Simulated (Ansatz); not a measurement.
**Al2Pt under changes of volume**

One of the cells (17.202 Å³/atom); the others are scaled copies at fixed shape and fractional positions:

```
CELL_PARAMETERS angstrom
0.00000 2.95500 2.95500
2.95500 0.00000 2.95500
2.95500 2.95500 0.00000
ATOMIC_POSITIONS crystal
Pt 0.00000 0.00000 0.00000
Al 0.75000 0.75000 0.75000
Al 0.25000 0.25000 0.25000
```

```yaml
Program: Ansatz 0.2.0
Functional: PBE
Potentials_or_basis: Ansatz PAW
Cutoff: "420 eV (not typed: the program's choice for these potentials)"
k_mesh: 8 × 8 × 8
Occupations: fermi-dirac, width 0.05 eV
Spin: no spin polarisation
```

```csv
volume (Å³/atom),energy over the lowest point (meV/atom),pressure (GPa)
16.170,48.54,12.4
16.514,25.94,8.7
16.858,10.81,5.4
17.202,2.41,2.5
17.546,0.00,-0.2
17.890,3.03,-2.6
18.234,?,?
```

Task: What does the run at 18.234 Å³/atom give?

Result: Energy over the lowest point 10.90 meV/atom; pressure -4.7 GPa.

Worked out: A Birch-Murnaghan fit of order 3 (a polynomial in V^(-2/3)) to the other rows has its minimum at 17.52 Å³/atom with B0 = V·E''(V) = 129 GPa and B' = 4.4. It gives 10.91 meV/atom at 18.234 Å³/atom, against the run's 10.90, and -dE/dV = -4.7 GPa, against -4.7.

Energies are extrapolated to zero smearing.
